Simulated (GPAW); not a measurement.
KF (Carobbiite), 2 atoms in the cell. It takes space group Fm-3m (No. 225, cubic). Conventional cell: a = 5.344 Å, b = 5.344 Å, c = 5.344 Å, α = 90.00°, β = 90.00°, γ = 90.00°. Around K (site symmetry m-3m) lie 6 F at 2.67 Å. F (site symmetry m-3m) is surrounded by 6 K at 2.67 Å. 

- Program: GPAW 26.7.0
- Task: equation of state
- Functional: PBE
- Potentials or basis: GPAW PAW data sets (gpaw-data 1.2.1)
- Cutoff: 800 eV
- Basis: pw
- k mesh: 9 × 9 × 9
- Occupations: fermi-dirac, width 0.05 eV
- Spin: no spin polarisation
- Maxiter: 150
- Eos scales: [0.94, 0.96, 0.98, 1.0, 1.02, 1.04, 1.06]

Potentials or basis: GPAW PAW data sets (gpaw-data 1.2.1), pw.

Run with:

```console
$ OMP_NUM_THREADS=1 python run.py
```

Hardware: 1 thread of Arm Neoverse V1 (shared host).

Problem. Estimate the wall time of this run.

Solution. Wall time 2.2 min on 1 thread of Arm Neoverse V1 (shared host), peak memory 0.29 GiB. Counts: scf iterations 70, plane waves 1863, bands 16, k points 35.
